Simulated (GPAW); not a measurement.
**BN: single point with PBE**

The system is BN.

```
CELL_PARAMETERS angstrom
2.55394 -0.01277 0.00000
-1.28803 2.21816 0.00000
0.00000 0.00000 4.22685
ATOMIC_POSITIONS crystal
N 0.33333 0.66667 0.12528
N 0.66667 0.33333 0.62528
B 0.33333 0.66667 0.49972
B 0.66667 0.33333 0.99972
```

The cell comes from a database or a generator and needn't be the stable form of this composition.

The cell isn't the ideal one: strain = -0.01.

| Property | Result |
| --- | --- |
| Program | GPAW 26.7.0 |
| Task | single point |
| Functional | PBE |
| Potentials or basis | GPAW PAW data sets (gpaw-data 1.2.1) |
| Cutoff | 800 eV |
| Basis | pw |
| k mesh | 9 × 9 × 5 |
| Occupations | fermi-dirac, width 0.05 eV |
| Spin | no spin polarisation |
| Maxiter | 150 |

```
Pressure               : -1.2 GPa
Largest force          : 0.046 eV/Å
Band gap on the k mesh : 5.17 eV, indirect (least direct gap 8.22 eV)
```

Forces in eV/Å, atoms in the order of the input:
```
N    0.043  0.002 -0.014
N   -0.043 -0.002 -0.014
B    0.020  0.002  0.014
B   -0.020 -0.002  0.014
```

Stress tensor (GPa, compression positive):
```
-0.95  4.08  0.00
 4.08 -0.92  0.00
 0.00  0.00 -1.71
```

Levels at points of the mesh, in eV from the valence-band top:
```
           k point  band 5  band 6  band 7  band 8  band 9  band 10  band 11  band 12
(0.00, 0.00, 0.00)   -2.10   -0.30   -0.06    0.00    8.22     8.38     8.51     9.43
```

It took 66 s on 1 thread of Intel(R) Xeon(R) Platinum 8375C CPU @ 2.90GHz (Ice Lake), with other jobs on the host, peak memory 0.27 GiB.

Caveat: the density grid can change from cell to cell, which puts small steps into energies and stress; an odd mesh through Γ misses points on the zone boundary, where band edges often lie.
